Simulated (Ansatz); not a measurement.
# SrO under changes of volume

One of the cells (16.901 Å³/atom); the others are scaled copies at fixed shape and fractional positions:

```
CELL_PARAMETERS angstrom
0.00000 2.56630 2.56630
2.56630 0.00000 2.56630
2.56630 2.56630 0.00000
ATOMIC_POSITIONS crystal
Sr 0.50000 0.50000 0.50000
O 0.00000 0.00000 0.00000
```

* Program: Ansatz 0.2.0
* Functional: BPBE
* Potentials or basis: Ansatz PAW
* Cutoff: 420 eV (not typed: the program's choice for these potentials)
* k mesh: 9 × 9 × 9
* Occupations: methfessel-paxton, width 0.1 eV
* Spin: no spin polarisation

```tsv
volume (Å³/atom)	energy over the lowest point (meV/atom)	pressure (GPa)	gap on the mesh (eV)
15.887	?	?	?
16.225	27.65	7.5	3.37
16.563	14.30	5.2	3.39
16.901	5.55	3.1	3.40
17.239	0.91	1.3	3.41
17.577	0.00	-0.4	3.41
17.915	2.49	-1.9	3.42
```

What does the run at 15.887 Å³/atom give?

Energy over the lowest point 46.17 meV/atom; pressure 10.1 GPa; gap on the mesh 3.36 eV.

Worked out: A Birch-Murnaghan fit of order 3 (a polynomial in V^(-2/3)) to the other rows has its minimum at 17.49 Å³/atom with B0 = V·E''(V) = 85 GPa and B' = 4.2. It gives 46.05 meV/atom at 15.887 Å³/atom, against the run's 46.17, and -dE/dV = 10.0 GPa, against 10.1. A straight line through the other rows of the gap, of slope 0.463 eV per unit of ln V, extrapolates to 3.37 eV, against the run's 3.36.

Energies are extrapolated to zero smearing.

Caveats: odd divisions of the mesh miss points on the zone boundary, where band edges often lie, so the gap on the mesh can be too wide; the PAW data sets come from PBE, with cores solved anew for the run's functional, which leaves a small shift of forces and pressure.

A mesh can miss the band edges. Spin-orbit coupling on Sr is left out.
